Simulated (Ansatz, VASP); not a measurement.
## Two plane-wave programs on PbS (Galena)

The input INCAR:

```
SYSTEM = PbS
ALGO = Normal
EDIFF = 1E-7
EDIFFG = -0.005
ENCUT = 600
GGA = PE
IBRION = 2
ISIF = 3
ISMEAR = -1
LASPH = .True.
LCHARG = .False.
LREAL = .False.
LWAVE = .False.
NELM = 80
NSW = 40
PREC = Accurate
SIGMA = 0.05
```

File KPOINTS:

```
k-points
0
Gamma
  8 8 8
  0 0 0
```

The input POSCAR:

```
PbS
1.0
    0.0000000000      2.9657500000      2.9657500000
    2.9657500000      0.0000000000      2.9657500000
    2.9657500000      2.9657500000      0.0000000000
Pb S
1 1
Direct
    0.0000000000      0.0000000000      0.0000000000
    0.5000000000      0.5000000000      0.5000000000
```

Contents of input.yaml:

```yaml
crystal:
  lattice:
    - [0.0, 2.96575, 2.96575]
    - [2.96575, 0.0, 2.96575]
    - [2.96575, 2.96575, 0.0]
  atoms:
    - { symbol: Pb, position: [0.0, 0.0, 0.0] }
    - { symbol: S, position: [0.5, 0.5, 0.5] }
hamiltonian:
  xc: pbe
  pseudopotentials: { kind: paw }
kpoints:
  mp_grid: { grid: [8, 8, 8] }
scf:
  occupations: { method: fermi_dirac, width: 0.05 }
output:
  forces: true
  stress: true
relax:
  f_tol: 0.01
  max_steps: 40
  cell: { stress_tol: 0.05 }
```

Alike in both runs: task relaxation of cell and atoms; functional PBE; k mesh 8 × 8 × 8; occupations fermi-dirac, width 0.05 eV; no spin polarisation.

```csv
,VASP,Ansatz
version,VASP 6.6.1,Ansatz 0.2.0
potentials or method,"VASP PAW PBE potentials, release 64 (Pb_d, S)",Ansatz PAW
plane-wave cutoff (eV),600,420
valence electrons in the cell,20,20
```

```tsv
	VASP	Ansatz	Ansatz less VASP
relaxed volume (Å³/atom)	27.10	27.12	+0.018
relaxed cell length with the largest relative difference (Å)	4.248	4.249	+0.0009
energy change over the relaxation (meV/atom)	-7	-7	-0.2
```

Caveats: the plane-wave basis is chosen anew once the cell has moved, so the energies of steps on either side of that aren't comparable (Ansatz). A k mesh can miss the band edges. PBE usually gives volumes a little too large and moduli too small.
